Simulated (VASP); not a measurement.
Level of theory: PBE GGA, VASP's PBE PAW potentials (set 64) (plane waves; VASP).

The input files of a VASP run:

**INCAR**
```
SYSTEM = Li2O
PREC = Accurate
ENCUT = 400
EDIFF = 1E-6
NELM = 100
ALGO = Normal
LREAL = .FALSE.
LASPH = .TRUE.
ISMEAR = -1
SIGMA = 0.01
GGA = PE
LWAVE = .FALSE.
LCHARG = .FALSE.
ISIF = 3
IBRION = 2
NSW = 50
EDIFFG = -0.01
```

KPOINTS:
```
Automatic mesh
0
Gamma
12 12 12
0 0 0
```

### POSCAR
```
Li2O
1
    0.0000000000     2.3088450000     2.3088450000
    2.3088450000     0.0000000000     2.3088450000
    2.3088450000     2.3088450000     0.0000000000
Li O
2 1
Direct
  0.2500000000   0.2500000000   0.2500000000
  0.7500000000   0.7500000000   0.7500000000
  0.0000000000   0.0000000000   0.0000000000
```

POTCAR, in this order: Li_sv O (PBE.64 set). Program: vasp_std.

Output of the run:

**OSZICAR**
```
       N       E                     dE             d eps       ncg     rms          rms(c)
DAV:   1     0.366067915477E+02    0.36607E+02   -0.53145E+03  1440   0.109E+03
DAV:   2    -0.113448821466E+02   -0.47952E+02   -0.45608E+02  1674   0.215E+02
DAV:   3    -0.161436837833E+02   -0.47988E+01   -0.47836E+01  2606   0.566E+01
DAV:   4    -0.161998265401E+02   -0.56143E-01   -0.56114E-01  1886   0.629E+00
DAV:   5    -0.162001201073E+02   -0.29357E-03   -0.29356E-03  2132   0.422E-01    0.746E+00
DAV:   6    -0.144381329779E+02    0.17620E+01   -0.94169E+00  1446   0.192E+01    0.284E+00
DAV:   7    -0.144094832286E+02    0.28650E-01   -0.21024E-01  1620   0.388E+00    0.150E+00
DAV:   8    -0.144057945196E+02    0.36887E-02   -0.56777E-02  1658   0.297E+00    0.338E-01
DAV:   9    -0.144049624740E+02    0.83205E-03   -0.74442E-03  1946   0.767E-01    0.108E-01
DAV:  10    -0.144054780933E+02   -0.51562E-03   -0.94606E-04  1562   0.255E-01    0.710E-02
DAV:  11    -0.144054394510E+02    0.38642E-04   -0.80985E-05  1730   0.108E-01    0.119E-02
DAV:  12    -0.144054396328E+02   -0.18186E-06   -0.57596E-06  1784   0.240E-02
   1 F= -.14405440E+02 E0= -.14405440E+02  d E =-.144054E+02
       N       E                     dE             d eps       ncg     rms          rms(c)
DAV:   1    -0.146741176231E+02   -0.26868E+00   -0.42384E+00  1448   0.196E+01    0.372E+00
DAV:   2    -0.144557192691E+02    0.21840E+00   -0.13955E+00  1468   0.921E+00    0.104E+00
DAV:   3    -0.144458845665E+02    0.98347E-02   -0.30621E-02  1530   0.163E+00    0.619E-01
DAV:   4    -0.144438158232E+02    0.20687E-02   -0.66955E-03  2518   0.740E-01    0.633E-02
DAV:   5    -0.144437798168E+02    0.36006E-04   -0.38726E-04  1586   0.198E-01    0.187E-02
DAV:   6    -0.144437822816E+02   -0.24648E-05   -0.44676E-05  2254   0.626E-02    0.769E-03
DAV:   7    -0.144437813897E+02    0.89189E-06   -0.11143E-06  1142   0.134E-02
   2 F= -.14443781E+02 E0= -.14443781E+02  d E =-.383418E-01
       N       E                     dE             d eps       ncg     rms          rms(c)
DAV:   1    -0.144442574245E+02   -0.47514E-03   -0.74745E-03  1462   0.815E-01    0.155E-01
DAV:   2    -0.144438756452E+02    0.38178E-03   -0.24238E-03  1478   0.384E-01    0.427E-02
DAV:   3    -0.144438588581E+02    0.16787E-04   -0.50328E-05  1594   0.680E-02    0.255E-02
DAV:   4    -0.144438529919E+02    0.58661E-05   -0.11456E-05  2496   0.304E-02    0.252E-03
DAV:   5    -0.144438528940E+02    0.97972E-07   -0.67067E-07  1016   0.854E-03
   3 F= -.14443853E+02 E0= -.14443853E+02  d E =-.384133E-01
```

File OUTCAR:
```
------------------------ aborting loop because EDIFF is reached ----------------------------------------
  FORCE on cell =-STRESS in cart. coord.  units (eV):
  Direction    XX          YY          ZZ          XY          YZ          ZX
  --------------------------------------------------------------------------------------
  Total       -0.0050802     -0.0050802     -0.0050802      0.0000000      0.0000000      0.0000000
  in kB       -0.3519363     -0.3519363     -0.3519363      0.0000000      0.0000000      0.0000000
  external PRESSURE =      -0.3519363 kB  Pullay stress =       0.0000000 kB
  volume of cell :       23.13
      direct lattice vectors                 reciprocal lattice vectors
     0.000000000  2.261340292  2.261340292    -0.221107810  0.221107810  0.221107810
     2.261340292 -0.000000000  2.261340292     0.221107810 -0.221107810  0.221107810
     2.261340292  2.261340292 -0.000000000     0.221107810  0.221107810 -0.221107810
 POSITION                                       TOTAL-FORCE (eV/Angst)
 -----------------------------------------------------------------------------------
      1.13067      1.13067      1.13067         0.000000      0.000000     -0.000000
      3.39201      3.39201      3.39201        -0.000000     -0.000000     -0.000000
      0.00000      0.00000      0.00000         0.000000      0.000000      0.000000
 -----------------------------------------------------------------------------------
    total drift:                               -0.000000      0.000000      0.000000
  FREE ENERGIE OF THE ION-ELECTRON SYSTEM (eV)
  ---------------------------------------------------
  free  energy   TOTEN  =       -14.4438528940 eV

  energy  without entropy=      -14.4438528940  energy(sigma->0) =      -14.44385289

 reached required accuracy - stopping structural energy minimisation
```
(Selected blocks of OUTCAR.)

### CONTCAR
```
Li2O
   1.00000000000000
     0.0000000000000000    2.2613402919664956    2.2613402919664951
     2.2613402919664951   -0.0000000000000000    2.2613402919664951
     2.2613402919664951    2.2613402919664956   -0.0000000000000000
  Li              O
     2     1
Direct
     0.2500000000000000    0.2500000000000000    0.2500000000000000
     0.7500000000000000    0.7500000000000000    0.7500000000000000
     0.0000000000000000    0.0000000000000000    0.0000000000000000
```

At this cut-off the stress carries a Pulay error, which pulls relaxed volumes low. Energy and stress use the plane-wave basis of the starting cell.

The structure is a typed Li2O crystal (Fm-3m). This run relaxes it. Symmetry was kept, so distortions that lower it aren't found. The run is one of a series of settings (EDIFFG = -0.01, IBRION = 2, ISIF = 3, NSW = 50 against the base run), some of them coarse on purpose.
